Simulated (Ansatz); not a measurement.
# Relaxing random alloy of the monolayer 2H MoS2-MoSe2 line, x = 0 (75 atoms)

Wanted: the relaxed structure of random alloy of the monolayer 2H MoS2-MoSe2 line, x = 0 (75 atoms) and its electronic structure.

Method: Kohn-Sham DFT, PBE, PAW (set soft_2), plane waves, in Ansatz 0.2.0.

### Step 1. Set-up

The cell holds 75 atoms: 25 Mo and 50 S. Cell: a = 15.900 Å, b = 15.900 Å, c = 18.500 Å, α = 90.0°, β = 90.0°, γ = 120.0°. It derives from MoS2 (monolayer 2H MoS2-MoSe2), repeated 5×5×1. Monolayer 2H MoS2-MoSe2: 75 atoms, 0 of 50 S sites given to Se at random, cell and internal coordinates interpolated linearly between the end members (Vegard's rule); not relaxed, displaced by a Gaussian of 0.02 Å. Lattice constants are starting values near those of PBE. Vacuum lies along c.

Before any run, some limits are plain. The host structure and its lattice constant were typed by rule, without a check against the phase diagram. Only the Γ point is sampled in the main run, in a cell whose shortest periodic width is 14 Å.

### Step 2. Single point at the start

The forces at the start show how far the geometry lies from a minimum of this functional.

Contents of input.yaml:

```yaml
crystal:
  lattice:
    - [15.9, 0.0, 0.0]
    - [-7.95, 13.7698, 0.0]
    - [0.0, 0.0, 18.5]
  atoms:
    - { symbol: Mo, position: [0.0016, 0.99911, 0.49943] }
    - { symbol: S, position: [0.13261, 0.06792, 0.58211] }
    - { symbol: S, position: [0.13498, 0.06556, 0.41575] }
    - { symbol: Mo, position: [0.00075, 0.20212, 0.49777] }
    - { symbol: S, position: [0.13265, 0.26611, 0.58582] }
    - { symbol: S, position: [0.13182, 0.26642, 0.41446] }
    - { symbol: Mo, position: [0.00048, 0.40085, 0.49881] }
    - { symbol: S, position: [0.13543, 0.46798, 0.58514] }
    - { symbol: S, position: [0.13397, 0.46567, 0.41527] }
    - { symbol: Mo, position: [0.99863, 0.59961, 0.50057] }
    - { symbol: S, position: [0.13218, 0.66609, 0.58385] }
    - { symbol: S, position: [0.13178, 0.66569, 0.41539] }
    - { symbol: Mo, position: [0.99876, 0.80034, 0.50179] }
    - { symbol: S, position: [0.13413, 0.86639, 0.58363] }
    - { symbol: S, position: [0.13362, 0.86912, 0.41546] }
    - { symbol: Mo, position: [0.19934, 0.00028, 0.50227] }
    - { symbol: S, position: [0.33393, 0.06756, 0.58492] }
    - { symbol: S, position: [0.33206, 0.06501, 0.41503] }
    - { symbol: Mo, position: [0.20016, 0.20085, 0.50091] }
    - { symbol: S, position: [0.33471, 0.26708, 0.58555] }
    - { symbol: S, position: [0.33329, 0.26849, 0.41596] }
    - { symbol: Mo, position: [0.19998, 0.40071, 0.49992] }
    - { symbol: S, position: [0.33586, 0.46887, 0.58696] }
    - { symbol: S, position: [0.33053, 0.46457, 0.41486] }
    - { symbol: Mo, position: [0.20084, 0.60127, 0.50034] }
    - { symbol: S, position: [0.33057, 0.66622, 0.58549] }
    - { symbol: S, position: [0.33418, 0.66777, 0.41517] }
    - { symbol: Mo, position: [0.19988, 0.80027, 0.50044] }
    - { symbol: S, position: [0.33367, 0.86684, 0.58387] }
    - { symbol: S, position: [0.3339, 0.86684, 0.41663] }
    - { symbol: Mo, position: [0.40164, 0.00027, 0.49959] }
    - { symbol: S, position: [0.53284, 0.06728, 0.58468] }
    - { symbol: S, position: [0.53293, 0.06673, 0.41474] }
    - { symbol: Mo, position: [0.40055, 0.19935, 0.50132] }
    - { symbol: S, position: [0.53427, 0.26753, 0.58341] }
    - { symbol: S, position: [0.53408, 0.26774, 0.41437] }
    - { symbol: Mo, position: [0.39969, 0.40005, 0.49852] }
    - { symbol: S, position: [0.53434, 0.4679, 0.58367] }
    - { symbol: S, position: [0.53282, 0.46476, 0.41536] }
    - { symbol: Mo, position: [0.39878, 0.60163, 0.50044] }
    - { symbol: S, position: [0.53274, 0.66554, 0.58597] }
    - { symbol: S, position: [0.53446, 0.66397, 0.41674] }
    - { symbol: Mo, position: [0.40229, 0.80049, 0.4987] }
    - { symbol: S, position: [0.53429, 0.8664, 0.58394] }
    - { symbol: S, position: [0.53219, 0.86747, 0.41626] }
    - { symbol: Mo, position: [0.59959, 0.00076, 0.49876] }
    - { symbol: S, position: [0.73438, 0.06673, 0.58439] }
    - { symbol: S, position: [0.73384, 0.06793, 0.41622] }
    - { symbol: Mo, position: [0.60077, 0.2002, 0.50008] }
    - { symbol: S, position: [0.73428, 0.267, 0.58533] }
    - { symbol: S, position: [0.73118, 0.26313, 0.41653] }
    - { symbol: Mo, position: [0.60307, 0.40064, 0.49989] }
    - { symbol: S, position: [0.73308, 0.46649, 0.58461] }
    - { symbol: S, position: [0.73155, 0.46592, 0.41433] }
    - { symbol: Mo, position: [0.6001, 0.59957, 0.50054] }
    - { symbol: S, position: [0.73383, 0.6681, 0.58483] }
    - { symbol: S, position: [0.73471, 0.66391, 0.41471] }
    - { symbol: Mo, position: [0.60297, 0.80367, 0.49973] }
    - { symbol: S, position: [0.73322, 0.86634, 0.58603] }
    - { symbol: S, position: [0.73347, 0.86765, 0.41506] }
    - { symbol: Mo, position: [0.79863, 0.00046, 0.50054] }
    - { symbol: S, position: [0.93488, 0.06651, 0.58393] }
    - { symbol: S, position: [0.93422, 0.06702, 0.41571] }
    - { symbol: Mo, position: [0.80075, 0.20169, 0.5004] }
    - { symbol: S, position: [0.93654, 0.26828, 0.58531] }
    - { symbol: S, position: [0.93172, 0.26754, 0.41586] }
    - { symbol: Mo, position: [0.80178, 0.40152, 0.49957] }
    - { symbol: S, position: [0.93396, 0.46585, 0.58671] }
    - { symbol: S, position: [0.93038, 0.46411, 0.41362] }
    - { symbol: Mo, position: [0.79807, 0.59837, 0.50211] }
    - { symbol: S, position: [0.93195, 0.66472, 0.5858] }
    - { symbol: S, position: [0.9317, 0.66487, 0.41635] }
    - { symbol: Mo, position: [0.80047, 0.79937, 0.50152] }
    - { symbol: S, position: [0.93467, 0.86902, 0.58514] }
    - { symbol: S, position: [0.93537, 0.86683, 0.41409] }
kpoints:
  mp_grid: { grid: [1, 1, 1] }
hamiltonian:
  xc: pbe
scf:
  occupations: { method: fermi_dirac, width: 0.025 }
output:
  forces: true
```

Command:

```console
> ansatz run input.yaml --threads 6 --pin off --max-ram 102400MiB --backend cuda --events-out ev --progress --plain --runs-dir out
```

Standard output:

```text
Engine: ansatz 0.2.0, x86_64-unknown-linux-gnu
Pseudopotentials: kind: paw
Pseudopotential: Mo, paw, valence charge 14, recommended cutoff 420 eV (normal), Mo.paw.azcp
Pseudopotential: S, paw, valence charge 6, recommended cutoff 420 eV (normal), S.paw.azcp
[... 5 lines on functional and potentials left out ...]
device memory: the entry about to start is reckoned to put 6.8 GiB on a device that reports 57.5 GiB free
GPU FFT provider: cuFFT
GPU libraries: cuBLAS 13.8.2, cuFFT 12.4.0, cuSOLVER 12.3.4
Crystal: 75 atoms, lattice volume = 4050.387 Å³
Basis set: ecut = 420 eV, 79165 PW (Γ), exchange–correlation on 216×216×250 points (8 copies of the dense FFT grid, shifted against one another)
Bands: 400, of which v1, the nominal top of the filled ones, is band 325 counted from 1 (324 counted from 0)
Symmetry: 1 space group operations
Space group: P1 (ITA 1), of the structure as read, at distance tolerance 1.6e-4 Å
k-points: 1
[... 5 lines on functional and potentials left out ...]
Initial density: superposition of atomic densities (neutral atoms: chi_scale 0, normalization atom), corrected by the library's trained network
Initial wavefunctions: pseudopotential atomic-orbital guess
GPU buffer pool allocated for 1458000 grid points (all kernels)
GPU transforms: local potential and band sums: pruned to the plane-wave sphere, on 108×108×125
Functional: x = pbe(κ = 0.804, μ = 0.219515), c = pbe(β = 0.066725)
SCF iter   1: F=—  HF=-169069.514732 eV  |F-HF|=—  |Δ(HF+E_count)|=         —  Δρ=3.12e-3  dr2=1.25e-1  ethr=1.77e-3  ⟨swp⟩=8.0  Hψ=1744  notcnv=0  defer=5
preconditioner: auto → Resta (q_TF=auto, 2.011 Å⁻¹)  ε∞=3.6  [insulator: Δε(μ)=1.949 eV  Ē_g=7.622 eV  σ=0.025 eV  W_gap=1.00  n_scr=538 (ndim 8)  ℏωp=12.4 eV  f_vac=0.638  D(μ)=0.00/eV (n_scr^D=0)  ε∞_Penn≈3.6  vacuum switching on, ρ_ref=4.2e-3 e/Å³]
SCF iter   2: F=—  HF=-169069.646031 eV  |F-HF|=—  |Δ(HF+E_count)|=   1.31e-1  Δρ=1.75e-3  dr2=5.30e-2  ethr=1.92e-5  ⟨swp⟩=2.0  Hψ=784  notcnv=0  defer=51
SCF iter   3: F=—  HF=-169069.713283 eV  |F-HF|=—  |Δ(HF+E_count)|=   6.73e-2  Δρ=9.96e-4  dr2=7.72e-2  ethr=8.15e-6  ⟨swp⟩=2.0  Hψ=548  notcnv=0  defer=35
automatic band count: iteration 3 solves 384 bands in place of 400: the levels show a gap, and the empty bands left out lie too high to hold charge; the band table lists the bands solved (type scf.n_extra_bands for more)
SCF iter   4: F=—  HF=-169069.721506 eV  |F-HF|=—  |Δ(HF+E_count)|=   8.22e-3  Δρ=3.73e-4  dr2=1.78e-2  ethr=8.15e-6  ⟨swp⟩=2.0  Hψ=538  notcnv=0  defer=35
SCF iter   5: F=—  HF=-169069.718410 eV  |F-HF|=—  |Δ(HF+E_count)|=   3.10e-3  Δρ=7.51e-5  dr2=3.49e-4  ethr=2.74e-6  ⟨swp⟩=2.0  Hψ=508  notcnv=0  defer=35
SCF iter   6: F=—  HF=-169069.718443 eV  |F-HF|=—  |Δ(HF+E_count)|=   3.30e-5  Δρ=5.02e-5  dr2=2.93e-4  ethr=5.37e-8  ⟨swp⟩=3.0  Hψ=699  notcnv=0  defer=35
SCF iter   7: F=—  HF=-169069.718444 eV  |F-HF|=—  |Δ(HF+E_count)|=   1.78e-6  Δρ=4.60e-5  dr2=2.55e-4  ethr=4.50e-8  ⟨swp⟩=2.0  Hψ=524  notcnv=0  defer=35
SCF iter   8: F=—  HF=-169069.718384 eV  |F-HF|=—  |Δ(HF+E_count)|=   6.00e-5  Δρ=1.46e-5  dr2=1.13e-5  ethr=3.92e-8  ⟨swp⟩=2.0  Hψ=486  notcnv=0  defer=35
SCF iter   9: F=—  HF=-169069.719855 eV  |F-HF|=—  |Δ(HF+E_count)|=   1.47e-3  Δρ=6.11e-6  dr2=1.91e-6  ethr=1.74e-9  ⟨swp⟩=2.0  Hψ=565  notcnv=0  defer=35
SCF iter  10: F=—  HF=-169069.719857 eV  |F-HF|=—  |Δ(HF+E_count)|=   1.54e-6  Δρ=5.27e-6  dr2=3.59e-6  ethr=2.93e-10  ⟨swp⟩=2.0  Hψ=574  notcnv=0  defer=35
SCF iter  11: F=—  HF=-169069.719856 eV  |F-HF|=—  |Δ(HF+E_count)|=   5.49e-7  Δρ=1.73e-6  dr2=1.04e-7  ethr=2.93e-10  ⟨swp⟩=2.0  Hψ=511  notcnv=0  defer=35
SCF iter  12: F=-169069.719857 eV  HF=-169069.719857 eV  |F-HF|=2.90e-7  |Δ(HF+E_count)|=   6.39e-7  Δρ=9.06e-7  dr2=2.25e-8  ethr=1.54e-11  ⟨swp⟩=4.0  Hψ=1113  notcnv=0
SCF 1 converged in 12 iterations: F = -169069.719857 eV  dr2 = 2.25e-8
  greatest PAW one-centre occupation: 0.998 electrons in one spin orbital (limit 2), on the Mo atom at site 15 (counted from 0), in its partial waves of l = 0
SCF converged after 12 iterations
Free energy (F): -169069.719857 eV
Harris-Foulkes:  -169069.719857 eV  (|F-HF|=2.90e-7)
Internal energy: -169069.719857 eV  (E = F + TS)
E sigma→0 (E₀):  -169069.719857 eV
Fermi energy:    0.362553 eV
--- Per-component energies (eV) ---
  E_band       = -10918.030988
  E_kinetic    = 16373.174351
  E_local      = -358164.841655  (includes V_loc(G=0)·N_el)
  E_nonlocal   = 4976.752880
  E_hartree    = 169918.761337
  E_xc         = -9451.125417
  E_vxc        = -10108.936212  (∫ρ·V_xc dr)
  E_paw        = -110036.773321  (= ΣΔE_a)
  E_vpaw       = -3831.703137  (= ΣTr[D̂ρ^β])
  E_aug_tail   = 0.001084  (compensation charges beyond the density's cutoff)
  E_ewald      = 117314.330884
  E_smearing   = -0.000000  (= −TS)
  E_closure    = 0.000000  (closes the sum)
  Σ components = -169069.719857   (vs F -169069.719857, Δ=0.00e0)
--- Forces (eV/Å), atoms counted from 1 ---
  atom   1  Mo    -0.70262004     0.20268157    -0.34446143
  atom   2  S      0.12740981    -0.04233601     1.00986816
  atom   3  S     -0.14782751     0.32724525    -0.01615524
  atom   4  Mo     0.09891861    -0.48572922     1.04213656
  atom   5  S     -0.08660138     0.20661277    -0.43641760
  atom   6  S      0.35204119     0.18452815     0.09701328
  atom   7  Mo    -0.02544617     0.10555435     0.69430042
  atom   8  S     -0.26607923    -0.08670879    -0.27505993
  atom   9  S     -0.16171782     0.34857953    -0.02255498
  atom  10  Mo     0.26400518    -0.49477886    -0.24327188
  atom  11  S      0.03473957     0.12051419     0.20667578
  atom  12  S      0.00210037     0.17213267     0.13358338
  atom  13  Mo     0.46561362    -0.28822371    -0.72933034
  atom  14  S     -0.21294445    -0.04171457     0.62914040
[...]
atom  74  S     -0.04843716    -0.24588997     0.18646916
  atom  75  S     -0.29297269    -0.22773333     0.45634391
  max |Σ_I F_I| component: 4.32e-6 eV/Å
```

Elapsed: 4.5 s, on 1 × NVIDIA H100 80GB HBM3 with 6 threads of AMD EPYC 7R13 (Zen 3), shared host; peak memory 1.6 GiB; 5.4 s of CPU time.

The column dr2 measures how far the density is from self-consistency, as an energy; F and HF (Harris–Foulkes) agree once it is small.

That memory is the host's; the program planned up to 6.8 GiB on the GPU.

Read from the output:

- free energy: -169069.7199 eV
- free energy per atom: -2254.2629 eV/atom
- SCF cycles: 12
- r.m.s. force component: 0.3725 eV/Å
- longest force: 1.38 eV/Å
- Fermi energy: 0.3626 eV

The r.m.s. force component of 0.37 eV/Å sets the starting point.

Length of the force by element and coordination:

```csv
element,coordination,atoms,mean length of the force (eV/Å),spread,least,most
Mo,all,25,0.846,0.262,0.347,1.38
S,all,50,0.443,0.189,0.170,1.02
```

### Step 3. Relaxation

With the cell held, the atoms are moved downhill towards a nearby minimum.

Edit input.yaml of step 2 so:

```diff
@@ -15 +15,4 @@
   forces: true
+relax:
+  f_tol: 0.04
+  max_steps: 150
```

Standard output:

```text
[...]
GPU FFT provider: cuFFT
GPU libraries: cuBLAS 13.8.2, cuFFT 12.4.0, cuSOLVER 12.3.4
Crystal: 75 atoms, lattice volume = 4050.387 Å³
Basis set: ecut = 420 eV, 79165 PW (Γ), exchange–correlation on 216×216×250 points (8 copies of the dense FFT grid, shifted against one another)
Bands: 400, of which v1, the nominal top of the filled ones, is band 325 counted from 1 (324 counted from 0)
Symmetry: 1 space group operations
[...]
k-points: 1
[...]
GPU buffer pool allocated for 1458000 grid points (all kernels)
[...]
SCF iter   1: F=—  HF=-169069.514723 eV  |F-HF|=—  |Δ(HF+E_count)|=         —  Δρ=3.12e-3  dr2=1.25e-1  ethr=1.77e-3  ⟨swp⟩=8.0  Hψ=1744  notcnv=0  defer=5
[...]
SCF iter   8: F=-169069.719853 eV  HF=-169069.719856 eV  |F-HF|=2.71e-6  |Δ(HF+E_count)|=   2.92e-5  Δρ=1.39e-5  dr2=9.70e-6  ethr=6.15e-9  ⟨swp⟩=3.0  Hψ=1257  notcnv=0
SCF 1 converged in 8 iterations: F = -169069.719853 eV  dr2 = 9.70e-6
[...]
relax step   1: F+E_penalty+E_count = -169069.71985313 eV  Δ(F+E_penalty+E_count) = +0.000e0 eV  max|allowed force component| = 1.348e0 eV/Å  Δτ_max = 0.0000 Å  (8 SCF iters, dr2 threshold 4.00e-5 eV, accepted)
[...]
relax step   2: F+E_penalty+E_count = -169070.07987714 eV  Δ(F+E_penalty+E_count) = -3.600e-1 eV  max|allowed force component| = 6.311e-1 eV/Å  Δτ_max = 0.1067 Å  (7 SCF iters, dr2 threshold 1.00e-4 eV, accepted)
[...]
relax step   3: F+E_penalty+E_count = -169070.35360587 eV  Δ(F+E_penalty+E_count) = -2.737e-1 eV  max|allowed force component| = 1.266e-2 eV/Å  Δτ_max = 0.0530 Å  (7 SCF iters, dr2 threshold 2.49e-5 eV, accepted)
[...]
relax step   4: F+E_penalty+E_count = -169070.35361815 eV  Δ(F+E_penalty+E_count) = -1.229e-5 eV  max|allowed force component| = 1.268e-2 eV/Å  Δτ_max = 0.0000 Å  (6 SCF iters, accepted)
SCF converged after 6 iterations
Free energy (F): -169070.353618 eV
[...]
Internal energy: -169070.353618 eV  (E = F + TS)
E sigma→0 (E₀):  -169070.353618 eV
Fermi energy:    0.384547 eV
[...]
--- Forces (eV/Å), atoms counted from 1 ---
  atom   1  Mo     0.01097316    -0.00021037     0.00402056
  atom   2  S     -0.00107922     0.00383278     0.00049150
  atom   3  S      0.00023808    -0.00211399     0.00335241
  atom   4  Mo     0.00395213     0.00284369    -0.00458214
  atom   5  S     -0.00091769    -0.00016663     0.00311914
  atom   6  S      0.00424769     0.00321575    -0.00222205
  atom   7  Mo     0.00392719    -0.00214846    -0.00179109
  atom   8  S      0.00133977    -0.00323641     0.00415273
  atom   9  S      0.00621347     0.00020913    -0.00042560
  atom  10  Mo    -0.00274513    -0.00019377     0.00138232
  atom  11  S     -0.00016073    -0.00249308    -0.00001339
  atom  12  S      0.00042109    -0.00214036     0.00215879
  atom  13  Mo    -0.00667679     0.00896251     0.00421143
  atom  14  S     -0.00019212    -0.00102376    -0.00281053
[...]
atom  74  S     -0.00422646     0.00257260     0.00371956
  atom  75  S     -0.00047749     0.00346070    -0.00498914
  max |Σ_I F_I| component: 9.13e-6 eV/Å
--- Relaxed structure (4 steps of the walk, 4 accepted, 0 SCFs on fresh bases) ---
  F+E_penalty+E_count = -169070.35361815 eV   max|allowed force component| = 1.268e-2 eV/Å
  atoms:
    - { symbol: Mo, position: [0.000136983, 1.000129, 0.499942] }
    - { symbol: S, position: [0.133452, 0.066702, 0.584517] }
    - { symbol: S, position: [0.133546, 0.066853, 0.415401] }
    - { symbol: Mo, position: [8.422961e-5, 0.200086, 0.500183] }
[...]
- { symbol: S, position: [0.933520, 0.866783, 0.415378] }
```

Run time: 9.7 s. Hardware: 1 × NVIDIA H100 80GB HBM3 with 6 threads; peak memory 1.6 GiB; 12 s of CPU time.

That memory is the host's; the program planned up to 6.8 GiB on the GPU.

Relaxation path:

```csv
step,energy less that of the first step (eV),largest force component (eV/Å)
1,0.0000,1.3485
2,-0.3600,0.6311
3,-0.6338,0.0127
4,-0.6338,0.0127
```

The atoms that moved most (Å):

```csv
atom,dx,dy,dz,length
S42,-0.039,0.038,-0.023,0.059
S69,0.027,0.036,0.038,0.059
S57,-0.041,0.039,0.013,0.059
S23,-0.022,-0.030,-0.043,0.057
Mo58,-0.017,-0.051,0.008,0.054
S2,0.023,-0.017,0.045,0.053
Mo4,0.005,-0.028,0.045,0.053
S51,0.008,0.050,-0.014,0.052
```

The relaxation changed the energy by -8.45 meV/atom, and atoms moved by 0.033 Å r.m.s., 0.059 Å at most.

### Step 4. Local order after relaxation

Bonds before and after, by the cutoffs listed below:

```csv
pair,bonds before,bonds after,mean before (Å),mean after (Å),spread before (Å),spread after (Å)
S-Mo,150,150,2.415,2.412,0.026,0.000
```

Normalised to the volume that the atoms fill. g(r), total and by pair (bins of 0.1 Å):

```csv
r (Å),total,S-S,S-Mo,Mo-Mo
2.35,0.00,0.00,0.00,0.00
2.45,8.12,0.00,18.30,0.00
2.55,0.00,0.00,0.00,0.00
2.65,0.00,0.00,0.00,0.00
2.75,0.00,0.00,0.00,0.00
2.85,0.00,0.00,0.00,0.00
2.95,0.00,0.00,0.00,0.00
3.05,0.00,0.00,0.00,0.00
3.15,7.92,12.50,0.00,21.30
3.25,0.00,0.00,0.00,0.00
3.35,0.00,0.00,0.00,0.00
3.45,0.00,0.00,0.00,0.00
3.55,0.00,0.00,0.00,0.00
3.65,0.00,0.00,0.00,0.00
3.75,0.00,0.00,0.00,0.00
3.85,0.00,0.00,0.00,0.00
3.95,3.02,0.00,6.80,0.00
4.05,0.00,0.00,0.00,0.00
4.15,0.00,0.00,0.00,0.00
4.25,0.00,0.00,0.00,0.00
4.35,0.00,0.00,0.00,0.00
4.45,2.38,5.36,0.00,0.00
4.55,0.00,0.00,0.00,0.00
4.65,0.00,0.00,0.00,0.00
4.75,0.00,0.00,0.00,0.00
4.85,0.00,0.00,0.00,0.00
4.95,0.00,0.00,0.00,0.00
5.05,0.01,0.00,0.03,0.00
5.15,3.62,0.00,8.15,0.00
5.25,0.00,0.00,0.00,0.00
5.35,0.00,0.00,0.00,0.00
5.45,0.00,0.00,0.00,0.00
5.55,2.35,3.52,0.00,7.04
5.65,0.00,0.00,0.00,0.00
5.75,0.00,0.00,0.00,0.00
5.85,0.00,0.00,0.00,0.00
5.95,0.00,0.00,0.00,0.00
6.05,0.00,0.00,0.00,0.00
6.15,0.00,0.00,0.00,0.00
6.25,0.00,0.00,0.00,0.00
6.35,2.95,5.33,0.00,5.29
6.45,0.00,0.00,0.00,0.00
6.55,0.00,0.00,0.00,0.00
6.65,0.00,0.00,0.00,0.00
```

Bonds by pair of elements; cutoffs follow the first minimum of g(r), held within bounds set by covalent radii, and pairs that aren't listed don't count as bonded:

```csv
pair A-B,cutoff (Å),bonds,mean length (Å),spread (Å),shortest (Å),B about A,A about B
S-Mo,3.03,150,2.41,0,2.41,3,6
```

How many atoms have how many bonded neighbours:

```csv
element,mean,3,6
Mo,6,0,25
S,3,50,0
```

Bond angles (no mean is given where the spread exceeds 20°):

```csv
angle,count,mean (°),spread (°)
S-Mo-S,375,-,-
Mo-S-Mo,150,82.5,0
```

Among the first-shell peaks of g(r) are those at about 3.17 Å (S-S), 2.43 Å (S-Mo) and 3.18 Å (Mo-Mo). Counting bonds as in the table, all Mo atoms have 6 and all S atoms have 3 bonded neighbours.

(Continued in part 2 of 3.)

[Long decimals in the printed logs are rounded to 6 places.]

[Logs are printed without paths, hosts, clocks, repeated set-up lines and the standing remarks that a program may print on its own settings, such as how far it seeks lower states.]

[Hosts, paths, dates, database ids (printed as entryN), source tags and the programs' standing remarks are cut or masked in the printed files.]

[A walk said to have stopped at its limit may instead have ended on an SCF cycle that didn't converge.]
